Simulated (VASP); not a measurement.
Runs of VASP 6.6.1 on MgI2. Symmetry: P-3m1, No. 164, trigonal system. The conventional cell has a = 4.140 Å, b = 4.140 Å, c = 6.880 Å, α = 90.00°, β = 90.00°, γ = 120.00°. I (site symmetry 3m) is surrounded by 3 Mg at 2.94 Å. Around Mg (site symmetry -3m) lie 6 I at 2.94 Å. 

| task | level | potentials or basis | cell | cutoff (eV) | gap on the mesh (eV) | pressure (GPa) | relaxed volume (Å³/atom) |
| --- | --- | --- | --- | --- | --- | --- | --- |
| band structure | LDA | VASP PAW LDA potentials, release 64 (I, Mg) | as given | 520 | (a) | - | - |
| band structure | r2SCAN | VASP PAW PBE potentials, release 64 (I, Mg) | as given | 520 | 4.09 | 0.0 | - |
| relaxation of cell and atoms | LDA | VASP PAW LDA potentials, release 64 (I, Mg) | relaxed | 600 | 3.34 | 0.0 | 32.06 |
| band structure | PBEsol | VASP PAW PBE potentials, release 64 (I, Mg) | as given | 520 | (b) | - | - |
| relaxation of cell and atoms | PBE+D3(BJ) | VASP PAW PBE potentials, release 64 (I, Mg) | relaxed | 600 | 3.53 | 0.0 | 33.51 |

Alike in all rows: no spin polarisation; k mesh 8 × 8 × 4; smearing gaussian 0.02 eV.

Problem. Fill in the values left out.

Solution. (a) 3.31; (b) 3.42.

Caveats: spin-orbit coupling is left out, which moves the levels of the heavy elements; the PAW data sets were made with another functional, which shifts forces and pressure a little (some runs); this functional lacks dispersion, which binds the layers, so the pressure and a relaxed spacing across them are unreliable (some runs).

A k mesh can miss the band edges, and the runs leave out spin-orbit coupling on I.

Not every run made on this cell is shown here.
